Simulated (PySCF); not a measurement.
Species: urea, CH₄N₂O.
Numbering: `[NH2:1][C:2]([NH2:3])=[O:4]` (hydrogens: H5, H6 on N1; H7, H8 on N3)

The same species was optimised twice, with GFN2-xTB and with PBE0-D3(BJ)/def2-SVP (PySCF), and the same property calculations (PySCF, gas phase) were run on both structures.

```
  coordinate  GFN2-xTB  PBE0-D3(BJ)/def2-SVP  change
   C2=O4 (Å)     1.209                 1.215  +0.006
   N3–H8 (Å)     1.005                 1.008  +0.003
   N1–H5 (Å)     1.005                 1.008  +0.003
   N1–H6 (Å)     1.006                 1.009  +0.003
   N3–H7 (Å)     1.006                 1.009  +0.003
   C2–N3 (Å)     1.372                 1.371  -0.001
   N1–C2 (Å)     1.372                 1.370  -0.002
C2–N3–H8 (°)     119.8                 124.2    +4.4
C2–N1–H5 (°)     119.9                 124.3    +4.4
H7–N3–H8 (°)     116.3                 119.1    +2.8
H5–N1–H6 (°)     116.5                 119.0    +2.5
C2–N3–H7 (°)     115.5                 116.7    +1.2
C2–N1–H6 (°)     115.6                 116.7    +1.1
N1–C2–N3 (°)     114.0                 115.0    +1.0
N1–C2–O4 (°)     123.0                 122.5    -0.5
```

Rotational constants: A = 11310, B = 10542, C = 5481 MHz (GFN2-xTB) against A = 11333, B = 10427, C = 5430 MHz (PBE0-D3(BJ)/def2-SVP). Point groups within 0.08 Å: C2 and C2v. Atoms that the bonding makes alike are paired by their places after alignment.

On the GFN2-xTB structure: HOMO (eV) -7.42 [PBE0/pcSseg-1]; LUMO (eV) 0.93 [PBE0/pcSseg-1]; dipole (D) 4.14 [PBE0/pcSseg-1]; GIAO shielding of N1/N3 (mean) (ppm) 181.0 [PBE0/pcSseg-1]; GIAO shielding of C2 (ppm) 28.6 [PBE0/pcSseg-1]; GIAO shielding of O4 (ppm) 14.8 [PBE0/pcSseg-1].

Task: What do these properties become on the PBE0-D3(BJ)/def2-SVP structure?

Result: 
| property | level | on GFN2-xTB | on PBE0-D3(BJ)/def2-SVP | change |
| --- | --- | --- | --- | --- |
| HOMO (eV) | PBE0/pcSseg-1 | -7.42 | -7.42 | 0.00 |
| LUMO (eV) | PBE0/pcSseg-1 | 0.93 | 0.88 | -0.05 |
| dipole (D) | PBE0/pcSseg-1 | 4.14 | 4.45 | +0.31 |
| energy, GFN2-xTB geometry as zero (kcal/mol) | PBE0/pcSseg-1 | 0.0 | 0.7 | +0.7 |
| GIAO shielding of N1/N3 (mean) (ppm) | PBE0/pcSseg-1 | 181.0 | 182.0 | +1.0 |
| GIAO shielding of C2 (ppm) | PBE0/pcSseg-1 | 28.6 | 30.9 | +2.3 |
| GIAO shielding of O4 (ppm) | PBE0/pcSseg-1 | 14.8 | 30.9 | +16.1 |

The heavy atoms differ by 0.005 Å rms after alignment. Among all bonds C2=O4 changes most (+0.006 Å). Changes are differences of the printed values. Neither structure is proved a minimum here.

The values belong to the conformer `[NH2:1][C:2]([NH2:3])=[O:4]`: H–N1–C2–N3 0°, H–N1–C2–N3 180°, H–N3–C2–N1 180°, H–N3–C2–N1 0°.
